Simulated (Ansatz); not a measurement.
## Contact densities of SrCl$_{2}$ against volume

```
CELL_PARAMETERS angstrom
0.00000 3.48550 3.48550
3.48550 0.00000 3.48550
3.48550 3.48550 0.00000
ATOMIC_POSITIONS crystal
Sr 0.00000 0.00000 0.00000
Cl 0.25000 0.25000 0.25000
Cl 0.75000 0.75000 0.75000
```

Atoms are numbered in the order listed.

The geometry is COD entry 1541509, unchecked; take it as a test cell.

Level of theory: DFT, LDA, all-electron PAW with datasets made for the crystal, scalar-relativistic in Ansatz 0.2.0.

Sampling and basis: a Γ-centred 8×8×8 k mesh, Fermi–Dirac smearing of 0.01 eV, cutoff 220 eV (chosen by the program for this cell), no spin polarisation.

The contact density is the mean electron density over the nuclear volume; its changes follow the s electrons' response to bonding and compression. Changes below are taken from the unscaled cell, where it is 399325 e/Å³ at Sr1, 23928.8 e/Å³ at Cl2.

Volumes at which the program chose other datasets or cutoffs are left out.

```csv
V/V(cell),P (GPa),Δρ(0) Sr1 (e/Å³),Δρ(0) Cl2 (e/Å³)
1.0000,-2.8,0.00,0.00
1.0100,-3.1,-0.10,0.03
1.0200,-3.4,?,0.06
1.0400,-3.9,-0.36,?
1.0600,-4.3,?,0.17
```

(1) What belongs in the row "1.0200", column "Δρ(0) Sr1 (e/Å³)"?

(2) Fill in "Δρ(0) Sr1 (e/Å³)" for the row "1.0600".

(3) Fill in "Δρ(0) Cl2 (e/Å³)" for the row "1.0400".

The datasets are made afresh for each cell, so very small changes are uncertain.

Results:

(1) -0.19.

(2) -0.53.

(3) 0.11.
